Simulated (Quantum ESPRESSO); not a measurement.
Crystal: Sb.

```xyz
1
Lattice="-1.8713 1.8713 1.8713 1.8713 -1.8713 1.8713 1.8713 1.8713 -1.8713" Properties=species:S:1:pos:R:3 pbc="T T T"
Sb    0.0000    0.0000    0.0000
```

This isn't the form of Sb at room conditions, which is rhombohedral.

Base run:

| Item | Value |
| --- | --- |
| Program | Quantum ESPRESSO 7.5 |
| Functional | PBEsol |
| Potentials or basis | GBRV 1.5 PBEsol |
| Cutoff | 612 eV |
| Density cutoff | 4898 eV |
| k mesh | 10 × 10 × 10 |
| Occupations | fermi-dirac, width 0.05 eV |
| Spin | no spin polarisation |

Its results: band gap on the k mesh none (metal or under the smearing width); pressure -0.1 GPa.

Task: The run is repeated on the same cell with these changes: functional from PBEsol to LDA; potentials or basis from GBRV 1.5 PBEsol to GBRV 1.5 LDA. What comes out?

Result: Band gap on the k mesh none (metal or under the smearing width); pressure -1.4 GPa.

Caveats: spin-orbit coupling is left out, which moves the levels of the heavy elements.
